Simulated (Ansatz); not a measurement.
# Al3Cu2 in Ansatz: the effect of target pressure

The system is Al3Cu2.

```xyz
5
Lattice="4.0920 0.0000 0.0000 -2.0460 3.5437 0.0000 0.0000 0.0000 4.9928" Properties=species:S:1:pos:R:3 pbc="T T T"
Cu    2.0460    1.1812    0.8013
Cu    0.0000    2.3625    4.1915
Al    2.0460    1.1812    3.2457
Al    0.0000    2.3625    1.7471
Al    0.0000    0.0000    0.0000
```

The cell comes from a database or a generator and needn't be the stable form of this composition.

Alike in all runs:

```yaml
Program: Ansatz 0.2.0
Task: relaxation of cell and atoms
Functional: PBEsol
Potentials_or_basis: Ansatz PAW
Cutoff: "420 eV (not typed: the program's choice for these potentials)"
k_mesh: 8 × 8 × 6
Occupations: fermi-dirac, width 0.05 eV
Spin: no spin polarisation
```

Each run relaxes the cell or the atoms first.

One run gave: relaxed volume 12.14 Å³/atom. Which target pressure did it use?
A. 2 GPa
B. 5 GPa
C. 20 GPa
D. 30 GPa
E. 10 GPa

D.

| target pressure | relaxed volume (Å³/atom) |
| --- | --- |
| 0 GPa | 14.50 |
| 2 GPa | 14.25 |
| 5 GPa | 13.93 |
| 10 GPa | 13.46 |
| 20 GPa | 12.72 |
| 30 GPa | 12.14 |

Caveats: the plane-wave basis is chosen anew once the cell has moved, so the energies of steps on either side of that aren't comparable; the PAW data sets come from PBE, with cores solved anew for the run's functional, which leaves a small shift of forces and pressure; the volume moved by over 15 % at a fixed basis, so the end points are rough (some runs).
